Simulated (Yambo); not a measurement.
# GaP (F-43m) in Yambo: further runs

The runs below take GaP through optical spectrum, with PBEsol.

Everything below comes from runs of Yambo 5.3.0. Logs are shortened: lines on timing, memory, paths and dates and some standing lists are left out, and cuts for length are marked.

## 1. The undisturbed crystal

It takes space group F-43m (No. 216, cubic). Conventional cell: a = 5.451 Å, b = 5.451 Å, c = 5.451 Å, α = 90.00°, β = 90.00°, γ = 90.00°. Around Ga (site symmetry -43m) lie 4 P at 2.36 Å. P (site symmetry -43m) is surrounded by 4 Ga at 2.36 Å.

## 2. Optical spectrum, PBEsol (volume scaled by 0.92)

File optics0.in:

```
optics
chi
Chimod= "IP"
% BndsRnXd
 1 | 34 |
%
% LongDrXd
 0 | 0 | 1 |
%
% QpntsRXd
 1 | 1 |
%
% EnRngeXd
 0 | 15 | eV
%
% DmRngeXd
 0.05 | 0.05 | eV
%
ETStpsXd= 300
```

File scf.in:

```
&CONTROL
  calculation = 'scf'
  prefix = 'pwscf'
  outdir = './tmp'
  pseudo_dir = './pseudo'
/
&SYSTEM
  ibrav = 0
  nat = 2
  ntyp = 2
  ecutwfc = 80
  nbnd = 15
  occupations = 'smearing'
  smearing = 'fd'
  degauss = 0.00367493
  force_symmorphic = .true.
/
&ELECTRONS
  conv_thr = 4d-10
  electron_maxstep = 120
  mixing_beta = 0.5
/
ATOMIC_SPECIES
Ga    69.7230 Ga.upf
P     30.9738 P.upf
CELL_PARAMETERS angstrom
   0.0000000000    2.6505476987    2.6505476987
   2.6505476987    0.0000000000    2.6505476987
   2.6505476987    2.6505476987    0.0000000000
ATOMIC_POSITIONS crystal
Ga     0.0000000000    0.0000000000    0.0000000000
P      0.7500000000    0.7500000000    0.7500000000
K_POINTS automatic
10 10 10 0 0 0
```

File nscf.in:

```
&CONTROL
  calculation = 'nscf'
  prefix = 'pwscf'
  outdir = './tmp'
  pseudo_dir = './pseudo'
/
&SYSTEM
  ibrav = 0
  nat = 2
  ntyp = 2
  ecutwfc = 80
  nbnd = 34
  occupations = 'fixed'
  force_symmorphic = .true.
/
&ELECTRONS
  conv_thr = 1d-08
  diago_full_acc = .true.
  diago_thr_init = 1d-06
/
ATOMIC_SPECIES
Ga    69.7230 Ga.upf
P     30.9738 P.upf
CELL_PARAMETERS angstrom
   0.0000000000    2.6505476987    2.6505476987
   2.6505476987    0.0000000000    2.6505476987
   2.6505476987    2.6505476987    0.0000000000
ATOMIC_POSITIONS crystal
Ga     0.0000000000    0.0000000000    0.0000000000
P      0.7500000000    0.7500000000    0.7500000000
K_POINTS automatic
10 10 10 0 0 0
```

Potentials or basis: PseudoDojo 0.4.1 SR PBEsol standard.

Started as:

```
$ OMP_NUM_THREADS=1 pw.x -in scf.in > scf.out
$ OMP_NUM_THREADS=1 pw.x -in nscf.in > nscf.out
$ cd tmp/pwscf.save; p2y; mv SAVE ../..; cd ../..
$ OMP_NUM_THREADS=1 yambo
$ OMP_NUM_THREADS=1 yambo -F optics0.in -J optics0 -C optics0_out
```

Yambo's report:

```text
[... sections 02.01 to 02.04 as in the set-up run ...]

  [02.05] Energies & Occupations
  ==============================

  [X] === General ===
  [X] Electronic Temperature                        :  0.000000  0.000000 [eV K]
  [X] Bosonic    Temperature                        :  0.000000  0.000000 [eV K]
  [X] Finite Temperature mode                       : no
  [X] El. density                                   :  0.48332E+24 [cm-3]
  [X] Fermi Level                                   :  8.665344 [eV]

  [X] === Gaps and Widths ===
  [X] Conduction Band Min                           :  1.331320 [eV]
  [X] Valence Band Max                              :  0.000000 [eV]
  [X] Filled Bands                                  :   9
  [X] Empty Bands                                   :   10   34
  [X] Direct Gap                                    :  2.428423 [eV]
  [X] Direct Gap localized at k                     :  1
  [X] Indirect Gap                                  :  1.331320 [eV]
  [X] Indirect Gap between kpts                     :   1  28
  [X] Last valence band width                       :  3.829213 [eV]
  [X] 1st conduction band width                     :  2.923265 [eV]

 [03] Transferred momenta grid and indexing
 ==========================================

 IBZ Q-points                                      :   47
 BZ  Q-points                                      :  1000

 K/Q-points units:
 rlu = crystal or reduced units; cc = cartesian coordinates; iku = interal k-units

 Q [ 1]         [rlu]:  0.000000  0.000000  0.000000
 Q [ 2]         [rlu]: -0.26895E-17 -0.26895E-17  0.10000
 Q [ 3]         [rlu]: -0.27602E-17 -0.27602E-17  0.20000
 Q [ 4]         [rlu]:  0.71186E-17  0.71186E-17  0.30000
 Q [ 5]         [rlu]: -0.10758E-16 -0.10758E-16  0.40000
 Q [ 6]         [rlu]: -0.43584E-17 -0.43584E-17 -0.50000
 Q [ 7]         [rlu]:  0.76807E-18  0.10000      0.10000
 Q [ 8]         [rlu]: -0.13801E-17  0.10000      0.20000
 Q [ 9]         [rlu]: -0.27602E-17  0.10000      0.30000
 Q [10]         [rlu]:  0.71186E-17  0.10000      0.40000
 Q [11]         [rlu]: -0.55205E-17  0.10000      0.50000
 Q [12]         [rlu]: -0.43584E-17  0.10000     -0.40000
 Q [13]         [rlu]:  0.10758E-16  0.10000     -0.30000
 Q [14]         [rlu]: -0.29245E-16  0.10000     -0.20000
 Q [15]         [rlu]:  0.27602E-17  0.10000     -0.10000
[... 30 lines left out ...]
 Q [46]         [rlu]:  0.200000  0.400000 -0.300000
 Q [47]         [rlu]:  0.200000 -0.500000 -0.300000

 [04] Dipoles
 ============

  [04.01] Setup: observables and procedures
  =========================================

  [WF-Oscillators/G space/Transverse up loader] Normalization (few states)  min/max  :  0.42182E-17   1.0000

  [WR./optics0//ndb.dipoles]------------------------------------------------------
   Brillouin Zone Q/K grids (IBZ/BZ)                :    47  1000    47  1000
   RL vectors                                       :   3839 [WF]
   Fragmentation                                    : yes
   Electronic Temperature                           :  0.000000 [K]
   Bosonic    Temperature                           :  0.000000 [K]
   DIP band range                                   :    1   34
   DIP band range limits                            :   9  10
   DIP e/h energy range                             : -1.000000 -1.000000 [eV]
   RL vectors in the sum                            :   3839
   [r,Vnl] included                                 : yes
   Bands ordered                                    : yes
   Direct v evaluation                              : no
   Approach used                                    : G-space v
   Dipoles computed                                 : R V P [G-space]
   Wavefunctions                                    : Perdew, Burke & Ernzerhof SOL(X)+Perdew, Burke & Ernzerhof SOL(C)

  [WARNING] [r,Vnl^pseudo] included in position and velocity dipoles.

  [WARNING] In case H contains other non local terms, these are neglected

 [05] Optics
 ===========

 [X-CG] R(p) Tot o/o(of R):    8820  225000     100
```

r_setup:

```text
[02] CORE Variables Setup
 =========================

  [02.01] Unit cells
  ==================

  Cell kind             :  FCC
  Atoms in the cell     :  Ga  P
  number of Ga atoms    :  1
  number of P  atoms    :  1
[... 674 lines left out ...]

  [03.01] X indexes
  =================

   [03.01.01] Sigma indexes
   ========================

   [WR./SAVE//ndb.kindx]-----------------------------------------------------------
    Fragmentation                                    : no
    Polarization last K ( bz)                        :  1000
    Polarization last K (ibz)                        :   47
    QP states                                        :    1   47
    X grid is uniform                                : yes
    Grids (string)                                   :  X S
    Grids (int-vector)                               :  1  0  0  1
```

It took 75 s on 1 thread of Arm Neoverse V2, shared host; peak memory 0.26 GiB.

What came out:

```yaml
Band_gap_on_the_k_mesh_mean-field_level: 1.33 eV, indirect (least direct gap 2.43 eV)
Electronic_dielectric_constant_along_the_field: 10.99
```

Dielectric function (along the field direction of the input):
```csv
energy (eV),real part,imaginary part
0.25,11.03,0.11
1.00,11.56,0.13
1.76,13.06,0.21
2.56,16.81,0.88
3.31,15.10,3.83
4.11,20.26,19.70
4.87,-8.16,9.24
5.67,0.09,31.85
6.42,-7.90,5.93
7.22,-7.03,4.81
7.98,-3.76,3.01
8.78,-3.93,2.83
9.53,-3.25,1.70
10.33,-1.91,1.81
11.09,-1.77,0.43
11.89,-1.24,1.07
12.64,-0.92,0.71
13.44,-0.75,0.37
14.20,-0.45,0.35
15.00,-0.38,0.26
```

Caveat: spectra need much finer meshes, so this one isn't converged; independent-particle spectra lack excitons. A k mesh can miss the band edges.

## 3. Optical spectrum, PBEsol (volume scaled by 0.92)

File optics1.in:

```
optics
chi
Chimod= "HARTREE"
% BndsRnXd
 1 | 34 |
%
NGsBlkXd= 4 Ry
% LongDrXd
 0 | 0 | 1 |
%
% QpntsRXd
 1 | 1 |
%
% EnRngeXd
 0 | 10 | eV
%
% DmRngeXd
 0.1 | 0.1 | eV
%
ETStpsXd= 200
```

scf.in is that of step 2.

nscf.in is that of step 2.

Potentials or basis: PseudoDojo 0.4.1 SR PBEsol standard.

Started as:

```
$ OMP_NUM_THREADS=1 pw.x -in scf.in > scf.out
$ OMP_NUM_THREADS=1 pw.x -in nscf.in > nscf.out
$ cd tmp/pwscf.save; p2y; mv SAVE ../..; cd ../..
$ OMP_NUM_THREADS=1 yambo
$ OMP_NUM_THREADS=1 yambo -F optics1.in -J optics1 -C optics1_out
```

Yambo's report:

```text
[... sections 02.01 to 02.04 as in the set-up run ...]

  [02.05] Energies & Occupations
  ==============================

  [X] === General ===
  [X] Electronic Temperature                        :  0.000000  0.000000 [eV K]
  [X] Bosonic    Temperature                        :  0.000000  0.000000 [eV K]
  [X] Finite Temperature mode                       : no
  [X] El. density                                   :  0.48332E+24 [cm-3]
  [X] Fermi Level                                   :  8.665344 [eV]

  [X] === Gaps and Widths ===
  [X] Conduction Band Min                           :  1.331320 [eV]
  [X] Valence Band Max                              :  0.000000 [eV]
  [X] Filled Bands                                  :   9
  [X] Empty Bands                                   :   10   34
  [X] Direct Gap                                    :  2.428423 [eV]
  [X] Direct Gap localized at k                     :  1
  [X] Indirect Gap                                  :  1.331320 [eV]
  [X] Indirect Gap between kpts                     :   1  28
  [X] Last valence band width                       :  3.829213 [eV]
  [X] 1st conduction band width                     :  2.923265 [eV]

 [03] Transferred momenta grid and indexing
[... 57 lines left out ...]
 ============

  [04.01] Setup: observables and procedures
  =========================================

  [WF-Oscillators/G space/Transverse up loader] Normalization (few states)  min/max  :  0.42182E-17   1.0000

  [WR./optics1//ndb.dipoles]------------------------------------------------------
   Brillouin Zone Q/K grids (IBZ/BZ)                :    47  1000    47  1000
   RL vectors                                       :   3839 [WF]
   Fragmentation                                    : yes
   Electronic Temperature                           :  0.000000 [K]
   Bosonic    Temperature                           :  0.000000 [K]
   DIP band range                                   :    1   34
   DIP band range limits                            :   9  10
   DIP e/h energy range                             : -1.000000 -1.000000 [eV]
   RL vectors in the sum                            :   3839
   [r,Vnl] included                                 : yes
   Bands ordered                                    : yes
   Direct v evaluation                              : no
   Approach used                                    : G-space v
   Dipoles computed                                 : R V P [G-space]
   Wavefunctions                                    : Perdew, Burke & Ernzerhof SOL(X)+Perdew, Burke & Ernzerhof SOL(C)

  [WARNING] [r,Vnl^pseudo] included in position and velocity dipoles.

  [WARNING] In case H contains other non local terms, these are neglected

 [05] Optics
 ===========

 [X-CG] R(p) Tot o/o(of R):    8820  225000     100
```

o-optics1.eps_q1_inv_rpa_dyson:

```text
# Absorption @ Q(1):   0.00000000      0.00000000      1.00000000    [q->0 direction]
#
# [ X ] Hartree size                              :   51
# [GEN] GF Energies                               : Perdew, Burke & Ernzerhof SOL(X)+Perdew, Burke & Ernzerhof SOL(C)
# [GEN] Green`s Function                          : T-ordered
#
# [GEN] Gauge                                     : Length
# [GEN] [r,Vnl] included                          : yes
#
#    E[1] [eV]          Im(eps)            Re(eps)            Im(eps_o)          Re(eps_o)
#
        0.000000           0.188401           9.965587           0.219365           10.99091
        0.050251           0.188490           9.966748           0.219465           10.99222
        0.100503           0.188754           9.970232           0.219765           10.99616
        0.150754           0.189197           9.976048           0.220266           11.00274
        0.201005           0.189819           9.984207           0.220971           11.01196
        0.251256           0.190622           9.994725           0.221881           11.02386
[... 192 lines left out ...]
        9.949749           1.220846          -1.876020           1.156920          -2.056588
        10.00000           1.174175          -1.733257           1.161503          -1.897962
#
```

Wall time 86 s (1 thread of Arm Neoverse V2, shared host); peak memory 0.49 GiB.

Results:

- Band gap on the k mesh, mean-field level: 1.33 eV, indirect (least direct gap 2.43 eV)
- Electronic dielectric constant along the field: 9.97
- Electronic dielectric constant along the field, independent particles: 10.99

Dielectric function (along the field direction of the input):
```csv
energy (eV),real part,imaginary part
0.25,9.99,0.19
0.55,10.11,0.20
0.90,10.36,0.22
1.26,10.78,0.26
1.56,11.31,0.31
1.91,12.26,0.43
2.26,13.93,0.87
2.56,15.17,1.47
2.91,21.63,5.81
3.27,10.77,6.62
3.57,17.35,9.18
3.92,15.68,13.23
4.27,12.22,20.51
4.57,4.33,32.36
4.92,-3.64,10.95
5.28,-1.34,10.08
5.63,5.26,16.56
5.93,-7.52,17.53
6.28,-8.68,7.82
6.63,-6.14,5.75
6.93,-4.96,5.16
7.29,-5.67,4.27
7.64,-3.43,3.21
7.94,-2.50,3.20
8.29,-2.71,3.93
8.64,-2.24,3.07
8.94,-2.14,2.78
9.30,-2.82,2.18
9.65,-2.73,1.62
10.00,-1.73,1.17
```

Caveat: spectra need much finer meshes, so this one isn't converged; these spectra lack excitons. A k mesh can miss the band edges.
